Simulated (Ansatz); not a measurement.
The system is Pt.

```
CELL_PARAMETERS angstrom
0.00000 1.96090 1.96090
1.96090 0.00000 1.96090
1.96090 1.96090 0.00000
ATOMIC_POSITIONS crystal
Pt 0.00000 0.00000 0.00000
```

* Program: Ansatz 0.2.0
* Task: relaxation of cell and atoms
* Functional: PBEsol
* Dispersion: D3(BJ)
* Potentials or basis: all-electron LAPW, scalar-relativistic
* Basis error allowed: 0.001 eV/atom
* k mesh: 12 × 12 × 12
* Occupations: fermi-dirac, width 0.05 eV
* Spin: no spin polarisation

At the start: volume 15.08 Å³/atom.

Q: How do energy, volume and symmetry change on relaxing?

A: Over 5 steps the energy falls by 12.5 meV/atom and the volume is 14.63 Å³/atom (-3.0 %); space group Fm-3m (No. 225, to 0.05 Å).

Step by step:
```csv
step,energy change (eV),largest force (eV/Å),volume (Å³)
1,0.0000,0.0000,15.08
2,-0.0123,0.0000,14.69
3,-0.0125,0.0000,14.63
4,-0.0125,0.0000,14.63
5,-0.0125,0.0000,14.63
```

Final structure:
```
CELL_PARAMETERS angstrom
0.00000 1.94137 1.94137
1.94137 0.00000 1.94137
1.94137 1.94137 0.00000
ATOMIC_POSITIONS crystal
Pt 0.00000 0.00000 0.00000
```
